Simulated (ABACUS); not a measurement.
# CuAu (P4/mmm) in ABACUS: equation of state

How stiff is CuAu in PBEsol, and what volume does it want? The cell is scaled to several volumes.

All numbers are computed with ABACUS 3.10.1; they aren't measurements. Logs are shortened: lines on timing, memory, paths and dates and some standing lists are left out, and cuts for length are marked.

## Step 1: The structure

It takes space group P4/mmm (No. 123, tetragonal). The conventional cell has a = 2.811 Å, b = 2.811 Å, c = 3.685 Å, α = 90.00°, β = 90.00°, γ = 90.00°. Around Au (site symmetry 4/mmm) lie 8 Cu at 2.71 Å and 4 Au at 2.81 Å. Cu (site symmetry 4/mmm) is surrounded by 8 Au at 2.71 Å and 4 Cu at 2.81 Å.

## Step 2: Equation of state, PBEsol, 13.68 Å³/atom (volume scaled by 0.94)

INPUT reads:

```
INPUT_PARAMETERS
suffix              CuAu
calculation         scf
basis_type          pw
pseudo_dir          ./
symmetry            1
dft_functional      pbesol
ecutwfc             92
pseudo_rcut         7
nspin               1
nbands              23
ks_solver           dav
smearing_method     fd
smearing_sigma      0.00367493
scf_thr             1e-08
scf_nmax            100
mixing_type         broyden
mixing_beta         0.7
cal_force           1
cal_stress          1
kpar                4
```

STRU reads:

```
ATOMIC_SPECIES
Au 196.9666 Au.upf
Cu 63.5460 Cu.upf

LATTICE_CONSTANT
1.8897261246

LATTICE_VECTORS
2.7533711214 0.0000000000 0.0000000000
0.0000000000 2.7533711214 0.0000000000
0.0000000000 0.0000000000 3.6097748106

ATOMIC_POSITIONS
Direct

Au
0.0
1
0.0000000000 0.0000000000 0.0000000000 1 1 1

Cu
0.0
1
0.5000000000 0.5000000000 0.5000000000 1 1 1
```

KPT reads:

```
K_POINTS
0
Gamma
9 9 7 0 0 0
```

Potentials or basis: PseudoDojo NC SR 0.4.1 PBEsol standard, plane waves.

Started as:

```bash
> OMP_NUM_THREADS=1 mpirun -np 4 abacus > log
```

running log:

```text
ABACUS v3.10.1

               Atomic-orbital Based Ab-initio Computation at UStc

 ------------------------------------------------------------------------------------

 READING GENERAL INFORMATION
                           global_out_dir = OUT.CuAu/
                           global_in_card = INPUT
                               pseudo_dir = ./
                              orbital_dir =
                                    DSIZE = 4
                                    GSIZE = 1

 READING UNITCELL INFORMATION
                                    ntype = 2
                  lattice constant (Bohr) = 1.88973
              lattice constant (Angstrom) = 1

 READING ATOM TYPE 1
                               atom label = Au
                      L=0, number of zeta = 1
                      L=1, number of zeta = 1
                      L=2, number of zeta = 1
             number of atom for this type = 1

 READING ATOM TYPE 2
                               atom label = Cu
                      L=0, number of zeta = 1
                      L=1, number of zeta = 1
                      L=2, number of zeta = 1
             number of atom for this type = 1

                        TOTAL ATOM NUMBER = 2
DIRECT COORDINATES
    atom                   x                   y                   z     mag                  vx                  vy                  vz
taud_Au1            0.0000000000        0.0000000000        0.0000000000  0.0000        0.0000000000        0.0000000000        0.0000000000
taud_Cu1            0.5000000000        0.5000000000        0.5000000000  0.0000        0.0000000000        0.0000000000        0.0000000000

                          Volume (Bohr^3) = 184.674
                             Volume (A^3) = 27.3659

 Lattice vectors: (Cartesian coordinate: in unit of a_0)
             +2.75337                  +0                  +0
                   +0            +2.75337                  +0
                   +0                  +0            +3.60977
 Reciprocal vectors: (Cartesian coordinate: in unit of 2 pi/a_0)
            +0.363191                  -0                  +0
                   -0           +0.363191                  -0
                   +0                  -0           +0.277026
 The esolver type has been set to : ksdft_pw

                PAO radial cut off (Bohr) = 7

 Read in pseudopotential file is Au.upf
                     pseudopotential type = NC
          exchange-correlation functional = PBESOL
                 nonlocal core correction = 1
                        valence electrons = 19
                                     lmax = 3
                           number of zeta = 4
                     number of projectors = 7
                           L of projector = 0
                           L of projector = 0
                           L of projector = 1
                           L of projector = 1
                           L of projector = 2
                           L of projector = 2
                           L of projector = 3
                PAO radial cut off (Bohr) = 7

 Read in pseudopotential file is Cu.upf
                     pseudopotential type = NC
          exchange-correlation functional = PBESOL
                 nonlocal core correction = 1
                        valence electrons = 19
                                     lmax = 2
                           number of zeta = 4
                     number of projectors = 6
                           L of projector = 0
                           L of projector = 0
                           L of projector = 1
                           L of projector = 1
                           L of projector = 2
                           L of projector = 2
     initial pseudo atomic orbital number = 20

 SETUP THE ELECTRONS NUMBER
            electron number of element Au = 19
      total electron number of element Au = 19
            electron number of element Cu = 19
      total electron number of element Cu = 19
            AUTOSET number of electrons:  = 38
                           occupied bands = 19
                                   NBANDS = 23
                                   NLOCAL = 18

%%%%%%%%%%%%%%%%%%%%%%%%%%%%%%%%%%%%%%%%%%%%%%%%%%%%%%%%%%%%%%%%%%%%%%%%%%%%%%%%%%%%%%%%%%%%%%%%%%%%%%%%%%
 Warning: the number of valence electrons in pseudopotential > 11 for Au: [Xe] 4f14 5d10 6s1
 Warning: the number of valence electrons in pseudopotential > 11 for Cu: [Ar] 3d10 4s1
 Pseudopotentials with additional electrons can yield (more) accurate outcomes, but may be less efficient.
 If you're confident that your chosen pseudopotential is appropriate, you can safely ignore this warning.
%%%%%%%%%%%%%%%%%%%%%%%%%%%%%%%%%%%%%%%%%%%%%%%%%%%%%%%%%%%%%%%%%%%%%%%%%%%%%%%%%%%%%%%%%%%%%%%%%%%%%%%%%%

 SETUP THE PLANE WAVE BASIS
 energy cutoff for charge/potential (unit:Ry) = 368
            fft grid for charge/potential = [ 32, 32, 45 ]
                        fft grid division = [ 1, 1, 1 ]
        big fft grid for charge/potential = [ 32, 32, 45 ]
                                     nbxx = 46080
                                     nrxx = 46080

 SETUP PLANE WAVES FOR CHARGE/POTENTIAL
                    number of plane waves = 22009
                         number of sticks = 793

 PARALLEL PW FOR CHARGE/POTENTIAL
     PROC   COLUMNS(POT)             PW
        1            793          22009
 --------------- sum -------------------
        1            793          22009
                            number of |g| = 1453
                                  max |g| = 33.2839
                                  min |g| = 0

----------- Double Check Mixing Parameters Begin ------------
mixing_type: broyden
mixing_beta: 0.7
mixing_gg0: 1
mixing_gg0_min: 0.1
mixing_ndim: 8
----------- Double Check Mixing Parameters End ------------

 LATTICE VECTORS: (CARTESIAN COORDINATE: IN UNIT OF A0)
             +2.75337                  +0                  +0
                   +0            +2.75337                  +0
                   +0                  +0            +3.60977
                       right hand lattice = 1
                                   NORM_A = 2.75337
                                   NORM_B = 2.75337
                                   NORM_C = 3.60977
                           ALPHA (DEGREE) = 90
                           BETA  (DEGREE) = 90
                           GAMMA (DEGREE) = 90

 The lattice vectors have been changed (STRU_SIMPLE.cif)

(for optimal symmetric configuration:)
                             BRAVAIS TYPE = 5
                     BRAVAIS LATTICE NAME = 05. Tetrogonal P (simple)
                                    ibrav = 5
                                    IBRAV = 5
                                  BRAVAIS = SIMPLE TETROGONAL CELL
                       LATTICE CONSTANT A = 2.75337
                                C/A RATIO = 1.31104
Original cell was already a primitive cell.
                        ROTATION MATRICES = 16
              PURE POINT GROUP OPERATIONS = 16
                   SPACE GROUP OPERATIONS = 16
                              POINT GROUP = D_4h
               POINT GROUP IN SPACE GROUP = D_4h

 SETUP K-POINTS
                                    nspin = 1
                   Input type of k points = Monkhorst-Pack(Gamma)
                                   nkstot = 567
                       right hand lattice = 1
(for reciprocal lattice: )
                             BRAVAIS TYPE = 5
                     BRAVAIS LATTICE NAME = 05. Tetrogonal P (simple)
                                    ibrav = 5
                       right hand lattice = 1
(for k-lattice: )
                             BRAVAIS TYPE = 5
                     BRAVAIS LATTICE NAME = 05. Tetrogonal P (simple)
                                    ibrav = 5
                       right hand lattice = 1
                        ROTATION MATRICES = 16
                               nkstot_ibz = 60
K-POINTS REDUCTION ACCORDING TO SYMMETRY
     IBZ    DIRECT_X    DIRECT_Y    DIRECT_Z  WEIGHT  ibz2bz
       1  0.00000000  0.00000000  0.00000000  0.0018       0
       2  0.11111111  0.00000000  0.00000000  0.0071       1
       3  0.22222222  0.00000000  0.00000000  0.0071       2
       4  0.33333333  0.00000000  0.00000000  0.0071       3
       5  0.44444444  0.00000000  0.00000000  0.0071       4
       6  0.11111111  0.11111111  0.00000000  0.0071      10
[... 22 lines left out ...]
      29  0.44444444  0.33333333  0.14285714  0.0282     112
      30  0.44444444  0.44444444  0.14285714  0.0141     121
[... 30 further k points ...]

                               nkstot now = 60
[... K-POINTS DIRECT COORDINATES: 60 rows ...]

           k-point number in this process = 15
       minimum distributed K point number = 15
[... stars of the k points ...]

[... K-POINTS CARTESIAN COORDINATES: 15 rows ...]

[... K-POINTS DIRECT COORDINATES: 15 rows ...]

 SETUP PLANE WAVES FOR WAVE FUNCTIONS
     energy cutoff for wavefunc (unit:Ry) = 92
              fft grid for wave functions = [ 32, 32, 45 ]
                    number of plane waves = 3455
                         number of sticks = 233

 PARALLEL PW FOR WAVE FUNCTIONS
     PROC   COLUMNS(POT)             PW
        1            233           3455
 --------------- sum -------------------
        1            233           3455

 SETUP NONLOCAL PSEUDOPOTENTIALS IN PLANE WAVE BASIS
 Au non-local projectors:
 projector 1 L=0
 projector 2 L=0
 projector 3 L=1
 projector 4 L=1
 projector 5 L=2
 projector 6 L=2
 projector 7 L=3
 Cu non-local projectors:
 projector 1 L=0
 projector 2 L=0
 projector 3 L=1
 projector 4 L=1
 projector 5 L=2
 projector 6 L=2
      TOTAL NUMBER OF NONLOCAL PROJECTORS = 43

 Init Non-Local PseudoPotential table :
 Init Non-Local-Pseudopotential done.

                                     npwx = 2774

 Make real space PAO into reciprocal space.
       max mesh points in Pseudopotential = 701
     dq(describe PAO in reciprocal space) = 0.01
                                    max q = 1155

 number of pseudo atomic orbitals for Au is 4
WARNING: norm of atomic wavefunction # 3 of atomic type Au is 0.999937, renormalized
WARNING: norm of atomic wavefunction # 4 of atomic type Au is 0.99798, renormalized

 number of pseudo atomic orbitals for Cu is 4
WARNING: norm of atomic wavefunction # 3 of atomic type Cu is 0.999944, renormalized
WARNING: norm of atomic wavefunction # 4 of atomic type Cu is 0.996041, renormalized

 -------------------------------------------
 SELF-CONSISTENT
 -------------------------------------------
                                 init_chg = atomic

 PW ALGORITHM --------------- ION=   1  ELEC=   1--------------------------------
 Notice: Threshold on eigenvalues was too large.
 hsover_error=0.38 > DRHO=0.299229
 Origin diag ethr = 0.01
 New diag ethr = 0.000787446

 Density error is 0.301998934814
                          Error Threshold = 0.000787445582314
----------------------------------------------------------
     Energy           Rydberg                 eV
----------------------------------------------------------
 E_KohnSham     -673.6374785643      -9165.3080948278
 E_Harris       -685.5900091927      -9327.9306168927
 E_Fermi        1.6014580646         21.7889547861
----------------------------------------------------------
[... 87 lines left out ...]
 Density error is 3.08596852487e-09
                          Error Threshold = 6.29742398375e-11
----------------------------------------------------------
     Energy           Rydberg                 eV
----------------------------------------------------------
 E_KohnSham     -673.7685572394      -9167.0915116956
 E_KS(sigma->0) -673.7684255477      -9167.0897199375
 E_Harris       -673.7676808662      -9167.0795880258
 E_band         -36.7692290806       -500.2710265638
 E_one_elec     -280.2905782122      -3813.5489594008
 E_Hartree      164.4480635658       2237.4306895610
 E_xc           -96.5775883719       -1314.0055009560
 E_Ewald        -461.3481908377      -6276.9641573836
 E_entropy(-TS) -0.0002633835        -0.0035835162
 E_descf        0.0000000000         0.0000000000
 E_exx          0.0000000000         0.0000000000
 E_Fermi        1.5187047794         20.6630385798
----------------------------------------------------------

 charge density convergence is achieved
 final etot is -9167.0915117 eV
 EFERMI = 20.66303858 eV

 STATE ENERGY(eV) AND OCCUPATIONS    NSPIN == 1
 1/15 kpoint (Cartesian) = 0.0000 0.0000 0.0000 (2717 pws)
       1       -91.4251     0.00352734
       2       -85.5679     0.00352734
       3       -48.9995     0.00352734
       4       -48.9794     0.00352734
       5       -48.9794     0.00352734
       6       -36.8574     0.00352734
[... 140 lines left out ...]
      22        29.5056    2.20880e-79
      23        30.4565    1.21419e-87

[... levels at 9 further k points ...]

------------------------------------------------------------------------------------------
 TOTAL-FORCE (eV/Angstrom)
------------------------------------------------------------------------------------------
                       Au1         0.0000000000         0.0000000000         0.0000000000
                       Cu1         0.0000000000         0.0000000000         0.0000000000
------------------------------------------------------------------------------------------

----------------------------------------------------------------
 TOTAL-STRESS (KBAR)
----------------------------------------------------------------
        73.0914471957         0.0000000000         0.0000000000
         0.0000000000        73.0914471957         0.0000000000
         0.0000000000        -0.0000000000        61.8959128922
----------------------------------------------------------------
 TOTAL-PRESSURE: 69.359602 KBAR

 --------------------------------------------
 !FINAL_ETOT_IS -9167.0915116956348356 eV
 --------------------------------------------
```

It took 14 s on 4 MPI ranks of Intel Xeon Platinum 8375C at 2.90GHz (Ice Lake), shared host; peak memory 0.4 GiB.

What came out:

```yaml
Free_energy: -9167.0915 eV
Pressure: 6.9 GPa
Band_gap_on_the_k_mesh: none (metal or under the smearing width)
```

## Step 3: Equation of state, PBEsol, 13.97 Å³/atom (volume scaled by 0.96)

INPUT is that of step 2.

Edit STRU of step 2 so:

```diff
@@ -8,5 +8,5 @@
 LATTICE_VECTORS
-2.7533711214 0.0000000000 0.0000000000
-0.0000000000 2.7533711214 0.0000000000
-0.0000000000 0.0000000000 3.6097748106
+2.7727616977 0.0000000000 0.0000000000
+0.0000000000 2.7727616977 0.0000000000
+0.0000000000 0.0000000000 3.6351965976
```

KPT is that of step 2.

Potentials or basis: PseudoDojo NC SR 0.4.1 PBEsol standard, plane waves.

Started as:

```bash
> OMP_NUM_THREADS=1 mpirun -np 4 abacus > log
```

Wall time 19 s (4 MPI ranks of Intel Xeon Platinum 8375C at 2.90GHz (Ice Lake), shared host); peak memory 0.4 GiB.

Results (log left out):

* Free energy: -9167.1089 eV
* Pressure: 2.7 GPa
* Band gap on the k mesh: none (metal or under the smearing width)

## Step 4: Equation of state, PBEsol, 14.27 Å³/atom (volume scaled by 0.98)

INPUT is that of step 3.

Edit STRU of step 3 so:

```diff
@@ -8,5 +8,5 @@
 LATTICE_VECTORS
-2.7727616977 0.0000000000 0.0000000000
-0.0000000000 2.7727616977 0.0000000000
-0.0000000000 0.0000000000 3.6351965976
+2.7918847965 0.0000000000 0.0000000000
+0.0000000000 2.7918847965 0.0000000000
+0.0000000000 0.0000000000 3.6602677112
```

KPT is that of step 3.

Started as:

```bash
> OMP_NUM_THREADS=1 mpirun -np 4 abacus > log
```

It took 34 s on 4 MPI ranks of Intel Xeon Platinum 8375C at 2.90GHz (Ice Lake), shared host; peak memory 0.4 GiB.

The run converged. Its results:

* Free energy: -9167.1119 eV
* Pressure: -1.0 GPa
* Band gap on the k mesh: none (metal or under the smearing width)

## Step 5: Equation of state, PBEsol, 14.56 Å³/atom

INPUT is that of step 4.

Edit STRU of step 4 so:

```diff
@@ -8,5 +8,5 @@
 LATTICE_VECTORS
-2.7918847965 0.0000000000 0.0000000000
-0.0000000000 2.7918847965 0.0000000000
-0.0000000000 0.0000000000 3.6602677112
+2.8107494552 0.0000000000 0.0000000000
+0.0000000000 2.8107494552 0.0000000000
+0.0000000000 0.0000000000 3.6850000000
```

KPT is that of step 4.

Started as:

```bash
> OMP_NUM_THREADS=1 mpirun -np 4 abacus > log
```

It took 38 s on 4 MPI ranks of Intel Xeon Platinum 8375C at 2.90GHz (Ice Lake), shared host; peak memory 0.4 GiB.

The run converged. Its results:

| Quantity | Value |
| --- | --- |
| Free energy | -9167.1023 eV |
| Pressure | -4.2 GPa |
| Band gap on the k mesh | none (metal or under the smearing width) |

## Step 6: Equation of state, PBEsol, 14.85 Å³/atom (volume scaled by 1.02)

INPUT is that of step 5.

Edit STRU of step 5 so:

```diff
@@ -8,5 +8,5 @@
 LATTICE_VECTORS
-2.8107494552 0.0000000000 0.0000000000
-0.0000000000 2.8107494552 0.0000000000
-0.0000000000 0.0000000000 3.6850000000
+2.8293642325 0.0000000000 0.0000000000
+0.0000000000 2.8293642325 0.0000000000
+0.0000000000 0.0000000000 3.7094046847
```

KPT is that of step 5.

Potentials or basis: PseudoDojo NC SR 0.4.1 PBEsol standard, plane waves.

Started as:

```bash
> OMP_NUM_THREADS=1 mpirun -np 4 abacus > log
```

Wall time 46 s (4 MPI ranks of Intel Xeon Platinum 8375C at 2.90GHz (Ice Lake), shared host); peak memory 0.4 GiB.

Results (log left out):

```
Free energy            : -9167.0816 eV
Pressure               : -7.1 GPa
Band gap on the k mesh : none (metal or under the smearing width)
```

## Step 7: Equation of state, PBEsol, 15.14 Å³/atom (volume scaled by 1.04)

INPUT is that of step 6.

Edit STRU of step 6 so:

```diff
@@ -8,5 +8,5 @@
 LATTICE_VECTORS
-2.8293642325 0.0000000000 0.0000000000
-0.0000000000 2.8293642325 0.0000000000
-0.0000000000 0.0000000000 3.7094046847
+2.8477372423 0.0000000000 0.0000000000
+0.0000000000 2.8477372423 0.0000000000
+0.0000000000 0.0000000000 3.7334924031
```

KPT is that of step 6.

Started as:

```bash
> OMP_NUM_THREADS=1 mpirun -np 4 abacus > log
```

It took 37 s on 4 MPI ranks of Intel Xeon Platinum 8375C at 2.90GHz (Ice Lake), shared host; peak memory 0.4 GiB.

The run converged. Its results:

- Free energy: -9167.0513 eV
- Pressure: -9.6 GPa
- Band gap on the k mesh: none (metal or under the smearing width)

## Step 8: Equation of state, PBEsol, 15.43 Å³/atom (volume scaled by 1.06)

INPUT is that of step 7.

Edit STRU of step 7 so:

```diff
@@ -8,5 +8,5 @@
 LATTICE_VECTORS
-2.8477372423 0.0000000000 0.0000000000
-0.0000000000 2.8477372423 0.0000000000
-0.0000000000 0.0000000000 3.7334924031
+2.8658761851 0.0000000000 0.0000000000
+0.0000000000 2.8658761851 0.0000000000
+0.0000000000 0.0000000000 3.7572732506
```

KPT is that of step 7.

Started as:

```bash
> OMP_NUM_THREADS=1 mpirun -np 4 abacus > log
```

Wall time 38 s (4 MPI ranks of Intel Xeon Platinum 8375C at 2.90GHz (Ice Lake), shared host); peak memory 0.4 GiB.

It converged, with:

```
Free energy            : -9167.0127 eV
Pressure               : -11.7 GPa
Band gap on the k mesh : none (metal or under the smearing width)
```

## Step 9: Equation of state, PBEsol

Potentials or basis: PseudoDojo NC SR 0.4.1 PBEsol standard, plane waves.

No new run: the results of the series are fitted here.

Results:

| Quantity | Value |
| --- | --- |
| Equilibrium volume | 14.18 Å³/atom |
| Bulk modulus at fixed shape and positions | 175 GPa |
| Pressure derivative of the bulk modulus | 5.5 |

Energy against volume, from the lowest point:
```csv
volume (Å³/atom),energy (meV/atom)
13.683,10.19
13.974,1.50
14.265,0.00
14.556,4.81
14.847,15.13
15.139,30.28
15.430,49.62
```

Caveat: the cell was scaled at fixed shape and fractional positions, which overstates the stiffness of a crystal with free parameters, most of all of layers and chains.
